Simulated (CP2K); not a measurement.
# BeS under changes of volume

One of the cells (14.261 Å³/atom); the others are scaled copies at fixed shape and fractional positions:

```
CELL_PARAMETERS angstrom
3.42947 0.00000 0.00000
1.71473 2.97001 0.00000
1.71473 0.99000 2.80015
ATOMIC_POSITIONS crystal
S 0.75000 0.75000 0.75000
Be 0.00000 0.00000 0.00000
```

```yaml
Program: CP2K 2026.2
Functional: LDA
Potentials_or_basis: GTH_POTENTIALS S GTH-PADE-q6, Be GTH-PADE-q4; TZVP-MOLOPT-PBE-GTH basis
Density_cutoff: 11565 eV
k_mesh: 9 × 9 × 9
Occupations: fermi-dirac, width 0.0259 eV
Spin: no spin polarisation
```

```csv
volume (Å³/atom),energy over the lowest point (meV/atom),pressure (GPa),gap on the mesh (eV)
13.405,?,?,?
13.690,2.13,2.3,4.00
13.975,0.00,0.1,4.05
14.261,1.54,-1.8,4.10
14.546,6.37,-3.6,4.15
14.831,14.21,-5.2,4.19
15.116,24.80,-6.7,4.23
```

Problem. What does the run at 13.405 Å³/atom give?

Solution. Energy over the lowest point 8.29 meV/atom; pressure 4.7 GPa; gap on the mesh 3.95 eV.

Worked out: A Birch-Murnaghan fit of order 3 (a polynomial in V^(-2/3)) to the other rows has its minimum at 13.99 Å³/atom with B0 = V·E''(V) = 100 GPa and B' = 3.7. It gives 8.25 meV/atom at 13.405 Å³/atom, against the run's 8.29, and -dE/dV = 4.6 GPa, against 4.7. A straight line through the other rows of the gap, of slope 2.34 eV per unit of ln V, extrapolates to 3.95 eV, against the run's 3.95.

Energies are extrapolated to zero smearing.

Caveats: an odd mesh through Γ misses points on the zone boundary, where band edges often lie; the basis of atomic orbitals isn't converged, which shifts pressures, moduli and gaps.
